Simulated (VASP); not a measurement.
Input for VASP

POSCAR:
```
AlSb
1
    0.0000000000     3.0700000000     3.0700000000
    3.0700000000     0.0000000000     3.0700000000
    3.0700000000     3.0700000000     0.0000000000
Al Sb
1 1
Direct
  0.0000000000   0.0000000000   0.0000000000
  0.2500000000   0.2500000000   0.2500000000
```

**KPOINTS**
```
kpoints
0
G
7 7 7
```

**INCAR**
```
# general
SYSTEM   =  AlSb
PREC     =  Accurate
ENCUT    =  400
LREAL    =  F
LASPH    =  T

# electronic loop
EDIFF    =  1E-6
NELM     =  100
ALGO     =  Normal
LMAXMIX  =  4
LMIXTAU  =  T

# smearing
ISMEAR   =  0
SIGMA    =  0.05

# functional
METAGGA  =  R2SCAN

# ions
IBRION   =  2
NSW      =  60
ISIF     =  3
EDIFFG   =  -0.01

# output
LWAVE    =  F
LCHARG   =  F
```

POTCAR, in this order: Al Sb (PBE.64 set). Program: vasp_std.

Q: Write an equivalent input for Ansatz.

A: One equivalent input (not run):
Ansatz 0.2 input:
```yaml
crystal:
  lattice:
    - [0.0000000, 3.0700000, 3.0700000]
    - [3.0700000, 0.0000000, 3.0700000]
    - [3.0700000, 3.0700000, 0.0000000]
  atoms:
    - { symbol: Al, position: [0.0000000, 0.0000000, 0.0000000] }
    - { symbol: Sb, position: [0.2500000, 0.2500000, 0.2500000] }
kpoints:
  mp_grid: { grid: [7, 7, 7] }
hamiltonian:
  xc: r2scan
  pseudopotentials: { kind: paw }
scf:
  occupations: { method: gaussian, width: 0.05 }
  max_iter: 100
relax:
  max_steps: 60
  f_tol: 0.01
  cell: {}
output: { forces: true, stress: true, eigenvalues: true }
```
The two are equivalent in intent, not identical: each code has its own PAW files, so the cut-off isn't converted (ENCUT is set for VASP's; basis.ecutwfc is left out, and Ansatz then takes the one that its files recommend); Ansatz stops its SCF on the density residual and VASP on the energy change (EDIFF).

The compound is AlSb in the zinc blende structure. This run relaxes it. Symmetry was kept, so distortions that lower it aren't found.
